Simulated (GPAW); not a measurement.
The system is GaSb.

```
Sb Ga
1.0
     0.00000    3.05900    3.05900
     3.05900    0.00000    3.05900
     3.05900    3.05900    0.00000
Sb Ga
1 1
Direct
  0.75000 0.75000 0.75000
  0.00000 0.00000 0.00000
```

| Property | Result |
| --- | --- |
| Program | GPAW 26.7.0 |
| Task | relaxation of cell and atoms |
| Functional | RPBE |
| Dispersion | D3(BJ) |
| Potentials or basis | the program's PAW data sets (release 1.2.1) made for this functional |
| Cutoff | 600 eV |
| Basis | pw |
| k mesh | 8 × 8 × 8 |
| Occupations | fermi-dirac, width 0.05 eV |
| Spin | no spin polarisation |

At the start: pressure -5.6 GPa; volume 28.62 Å³/atom.

Task: How do energy, volume and symmetry change on relaxing?

Result: Over 4 steps the energy falls by 54.7 meV/atom and the volume is 25.80 Å³/atom (-9.9 %); space group F-43m (No. 216, to 0.05 Å).

The path:
```csv
step,energy change (eV),largest force (eV/Å),pressure (GPa),volume (Å³)
1,0.0000,0.0000,-5.57,57.25
2,-0.0386,0.0000,-4.67,56.04
3,-0.1073,0.0000,0.94,50.82
4,-0.1094,0.0000,-0.10,51.59
```

Final structure:
```
CELL_PARAMETERS angstrom
0.00000 2.95471 2.95471
2.95471 0.00000 2.95471
2.95471 2.95471 0.00000
ATOMIC_POSITIONS crystal
Sb 0.75000 0.75000 0.75000
Ga 0.00000 0.00000 0.00000
```

Caveat: later steps reuse the first step's grids.
